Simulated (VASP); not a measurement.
Crystal: GaP.

```
Ga P
1.0
     0.00000    2.71843    2.71843
     2.71843    0.00000    2.71843
     2.71843    2.71843    0.00000
Ga P
1 1
Cartesian
  0.0000 0.0000 0.0000
  1.3592 1.3592 1.3592
```

Base run:

```yaml
Program: VASP 6.6.1
Functional: PBE0
Potentials_or_basis: VASP PAW PBE potentials, release 64 (Ga_d, P)
Cutoff: 520 eV
k_mesh: 6 × 6 × 6
Occupations: gaussian, width 0.03 eV
Spin: no spin polarisation
```

Its results: band gap on the k mesh 2.95 eV, indirect (least direct gap 3.52 eV); pressure 1.0 GPa.

**Question.** The run is repeated on the same cell with these changes: functional from PBE0 to PBEsol. What comes out?

**Answer.** Band gap on the k mesh 1.50 eV, indirect (least direct gap 1.81 eV); pressure 0.0 GPa.

PBE0 gives the wider gap, since exact exchange removes part of the self-interaction.

Caveats: the PAW data sets were made with another functional, which shifts forces and pressure a little.
